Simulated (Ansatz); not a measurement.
SiC (Moissanite 6H) under changes of volume

One of the cells (10.487 Å³/atom); the others are scaled copies at fixed shape and fractional positions:

```
CELL_PARAMETERS angstrom
3.09500 0.00000 0.00000
-1.54750 2.68035 0.00000
0.00000 0.00000 15.17000
ATOMIC_POSITIONS crystal
Si 0.66667 0.33333 0.45830
Si 0.33333 0.66667 0.95830
Si 0.66667 0.33333 0.79170
Si 0.33333 0.66667 0.29170
Si 0.00000 0.00000 0.62500
Si 0.00000 0.00000 0.12500
C 0.66667 0.33333 0.33330
C 0.33333 0.66667 0.83330
C 0.66667 0.33333 0.66670
C 0.33333 0.66667 0.16670
C 0.00000 0.00000 0.50000
C 0.00000 0.00000 0.00000
```

```yaml
Program: Ansatz 0.2.0
Functional: PBE
Potentials_or_basis: JTH PAW
Cutoff: "780 eV (not typed: the program's choice for these potentials)"
k_mesh: 10 × 10 × 2
Occupations: fermi-dirac, width 0.05 eV
Spin: no spin polarisation
```

```csv
volume (Å³/atom),energy over the lowest point (meV/atom),pressure (GPa),gap on the mesh (eV),largest force (eV/Å)
9.858,26.48,14.5,2.01,0.153
10.068,11.11,9.1,2.02,0.149
10.277,2.50,4.2,2.03,0.146
10.487,0.00,-0.3,2.03,0.142
10.697,3.05,-4.3,2.03,0.139
10.907,?,?,?,?
11.116,23.74,-11.3,2.04,0.133
```

**Question.** What does the run at 10.907 Å³/atom give?

**Answer.** Energy over the lowest point 11.12 meV/atom; pressure -8.0 GPa; gap on the mesh 2.04 eV; largest force 0.136 eV/Å.

Worked out: A Birch-Murnaghan fit of order 3 (a polynomial in V^(-2/3)) to the other rows has its minimum at 10.47 Å³/atom with B0 = V·E''(V) = 213 GPa and B' = 3.9 at fixed shape and positions, which overstates the stiffness. It gives 11.14 meV/atom at 10.907 Å³/atom, against the run's 11.12, and -dE/dV = -8.0 GPa, against -8.0. A straight line through the other rows of the gap, of slope 0.222 eV per unit of ln V, gives 2.04 eV, against the run's 2.04.

Energies are extrapolated to zero smearing.

A mesh can miss the band edges.
